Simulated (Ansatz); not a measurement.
# LiNbO3: a short molecular-dynamics run

A trajectory of LiNbO3, a database structure with 10 atoms that was not relaxed first: 40 steps of 1 fs under a Langevin thermostat at 600 K.

The COD cell was measured well above room temperature, so it is larger than a cold one.

Program: Ansatz 0.2.0. Level of theory: DFT PBE, plane waves, PAW, scalar-relativistic, no spin polarisation. These are calculated values, not measurements.

### 1 Starting point

The cell holds 10 atoms (Li2Nb2O6): a = 5.554 Å, b = 5.554 Å, c = 5.554 Å, α = 56.91°, β = 56.91°, γ = 56.91°.

As a file:

```
Li Nb O
1.0
     2.64597    1.52766    4.63760
    -2.64597    1.52766    4.63760
     0.00000   -3.05531    4.63760
Li Nb O
2 2 6
Direct
  0.27620 0.27620 0.27620
  0.77620 0.77620 0.77620
  0.00930 0.00930 0.00930
  0.50930 0.50930 0.50930
  0.14020 0.35610 0.75360
  0.75360 0.14020 0.35610
  0.35610 0.75360 0.14020
  0.25360 0.85610 0.64020
  0.85610 0.64020 0.25360
  0.64020 0.25360 0.85610
```

### 2 Dynamics

File input.yaml:

```yaml
crystal:
  lattice:
    - [2.64597409, 1.52765552, 4.63759832]
    - [-2.64597409, 1.52765552, 4.63759832]
    - [0.0, -3.05530603, 4.63759997]
  atoms:
    - { symbol: Li, position: [0.2762, 0.2762, 0.2762] }
    - { symbol: Li, position: [0.7762, 0.7762, 0.7762] }
    - { symbol: Nb, position: [0.0093, 0.0093, 0.0093] }
    - { symbol: Nb, position: [0.5093, 0.5093, 0.5093] }
    - { symbol: O, position: [0.1402, 0.3561, 0.7536] }
    - { symbol: O, position: [0.7536, 0.1402, 0.3561] }
    - { symbol: O, position: [0.3561, 0.7536, 0.1402] }
    - { symbol: O, position: [0.2536, 0.8561, 0.6402] }
    - { symbol: O, position: [0.8561, 0.6402, 0.2536] }
    - { symbol: O, position: [0.6402, 0.2536, 0.8561] }
kpoints:
  mp_grid: { grid: [3, 3, 3] }
magnetization:
  spin_polarized: false
scf:
  occupations: { method: fermi_dirac, width: 0.05 }
  convergence: { dr2_threshold: 1.0e-09 }
hamiltonian:
  pseudopotentials: { kind: paw }
  xc: pbe
basis:
  ecutwfc: 420
md:
  timestep: 1.0
  n_steps: 40
  ensemble: nvt_langevin
  temperature: 600.0
  initial_velocities: maxwell_boltzmann
  seed: 47267
```

Launch:

```bash
> ansatz run input.yaml --threads 2 --pin off --max-ram 2560MiB --backend cpu --events-out ev --progress --plain --runs-dir out
```

Before running it: what results should come out? Wanted: temperature, first and last step; temperature, second half; potential energy, second half; mean square displacement, second half.

**Answer**, as computed:

| quantity | value |
| --- | --- |
| length | 40 steps of 1 fs |
| temperature, first and last step | 540 and 456 K |
| temperature, second half | mean 395 K, from 315 to 456 K |
| potential energy, second half | +35 meV/atom from the start |
| mean square displacement, second half | Li 0.060, O 0.043, Nb 0.004 Å² |

**Reading.** Against a set 600 K the second half averages 395 K with a spread of 41 K (in equilibrium 10 atoms would scatter by about 155 K, over a far longer run); 35 meV/atom has gone into potential energy, and a thermostat that acts over some 100 fs has not made it up in 40 fs. No atom gets farther than 0.38 Å from its start, with the drift of the whole removed, against a typical distance of 1.9 Å between sites at the start. Settings off the usual here: scf.convergence.dr2_threshold. A run of 40 fs with 10 atoms shows the motion but fixes no equilibrium value. The k-mesh is coarse.
